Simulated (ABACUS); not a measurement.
Crystal: Al.

```
Al
1.0
     0.00000    2.02481    2.02481
     2.02481    0.00000    2.02481
     2.02481    2.02481    0.00000
Al
1
Direct
  0.00000 0.00000 0.00000
```

Base run:

```yaml
Program: ABACUS 3.10.1
Functional: LDA-PW92
Potentials_or_basis: GBRV ultrasoft 1.5 LDA
Cutoff: 544 eV
Density_cutoff: 4354 eV
Basis: plane waves
k_mesh: 9 × 9 × 9
Occupations: fermi-dirac, width 0.05 eV
Spin: no spin polarisation
```

Its results: band gap on the k mesh none (metal or under the smearing width); pressure -3.5 GPa.

The run is repeated on the same cell with these changes: functional from LDA-PW92 to rPW86PBE; potentials or basis from GBRV ultrasoft 1.5 LDA to GBRV ultrasoft 1.5 PBE. What comes out?

Band gap on the k mesh none (metal or under the smearing width); pressure 0.0 GPa.

Caveats: the potentials were made for another functional, which shifts forces and pressure (some runs).

Not every run made on this cell is shown here.
